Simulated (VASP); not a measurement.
# MnS: density of states with PBE

Crystal: MnS.

```
Mn S
1.0
     0.00000    2.80000    2.80000
     2.80000    0.00000    2.80000
     2.80000    2.80000    0.00000
Mn S
1 1
Direct
  0.00000 0.00000 0.00000
  0.75000 0.75000 0.75000
```

```json
{
  "Program": "VASP 6.6.1",
  "Task": "density of states",
  "Functional": "PBE",
  "Potentials or basis": "VASP PAW PBE potentials, release 64 (Mn_pv, S)",
  "Cutoff": "520 eV",
  "k mesh": "10 × 10 × 10",
  "Occupations": "fermi-dirac, width 0.05 eV",
  "Spin": "collinear spin, typed start",
  "Starting moments": "[4.0, 0.0] μB",
  "Dipole correction": "no",
  "k mesh for the DOS": "15 × 15 × 15",
  "Occupations for the DOS": "tetrahedron",
  "Further INCAR settings": "ALGO = Normal; EDIFF = 1e-06; NBANDS = 20"
}
```

| Property | Result |
| --- | --- |
| Net moment | 4.92 μB per cell |
| Site moments | Mn +4.34; S +0.09 μB |
| Valence electrons inside the program's atomic spheres | Mn 11.37; S 3.77 |

Levels at points of the mesh, in eV from the Fermi level:
Spin up:
| k point | band 9 | band 10 | band 11 | band 12 | band 13 | band 14 | band 15 | band 16 |
| --- | --- | --- | --- | --- | --- | --- | --- | --- |
| (0.00, 0.00, 0.00) | -3.22 | 0.22 | 0.22 | 0.22 | 0.93 | 5.82 | 5.82 | 5.82 |
Spin down:
```
           k point  band 3  band 4  band 5  band 6  band 7  band 8  band 9  band 10  band 11  band 12
(0.00, 0.00, 0.00)  -46.19  -13.62   -3.33   -3.33   -3.33    0.82    0.82     1.95     3.00     3.00
```

States per cell in windows of 1 eV (zero at the Fermi level; states under -8 eV left out):
| from (eV) | up | down | Mn1_d_up | Mn1_d_down | S2_p_down | S2_p_up | Mn1_p_up | Mn1_s_up |
| --- | --- | --- | --- | --- | --- | --- | --- | --- |
| -8.0 | 0.00 | 0.00 | 0.00 | 0.00 | 0.00 | 0.00 | 0.00 | 0.00 |
| -7.0 | 0.00 | 0.00 | 0.00 | 0.00 | 0.00 | 0.00 | 0.00 | 0.00 |
| -6.0 | 1.05 | 0.05 | 0.18 | 0.00 | 0.02 | 0.29 | 0.02 | 0.08 |
| -5.0 | 1.95 | 1.06 | 0.83 | 0.05 | 0.37 | 0.50 | 0.04 | 0.02 |
| -4.0 | 2.20 | 2.10 | 1.94 | 0.28 | 0.89 | 0.01 | 0.00 | 0.00 |
| -3.0 | 1.14 | 0.00 | 0.84 | 0.00 | 0.00 | 0.07 | 0.02 | 0.02 |
| -2.0 | 1.21 | 0.00 | 0.65 | 0.00 | 0.00 | 0.23 | 0.04 | 0.01 |
| -1.0 | 0.62 | 0.00 | 0.28 | 0.00 | 0.00 | 0.17 | 0.02 | 0.00 |
| 0.0 | 0.03 | 2.02 | 0.01 | 1.55 | 0.02 | 0.01 | 0.00 | 0.00 |
| 1.0 | 0.02 | 2.12 | 0.00 | 1.73 | 0.06 | 0.00 | 0.00 | 0.00 |
| 2.0 | 0.12 | 0.88 | 0.00 | 0.64 | 0.08 | 0.01 | 0.01 | 0.01 |
| 3.0 | 0.57 | 0.11 | 0.04 | 0.02 | 0.02 | 0.04 | 0.04 | 0.05 |
| 4.0 | 0.48 | 0.45 | 0.04 | 0.06 | 0.03 | 0.04 | 0.02 | 0.06 |
| 5.0 | 0.84 | 0.47 | 0.05 | 0.08 | 0.03 | 0.11 | 0.06 | 0.09 |
| 6.0 | 0.99 | 1.01 | 0.04 | 0.12 | 0.11 | 0.08 | 0.15 | 0.02 |
| 7.0 | 0.61 | 1.01 | 0.03 | 0.08 | 0.08 | 0.08 | 0.07 | 0.01 |

Run time: 86 s on 1 thread of Intel(R) Xeon(R) 6975P-C (Granite Rapids), with other jobs on the host, peak memory 0.29 GiB.

Caveat: a cell with one magnetic atom can't hold antiferromagnetic order, which such compounds often take; semilocal functionals often make such compounds metallic where correlation or magnetic order opens a gap, which also shifts bond lengths.
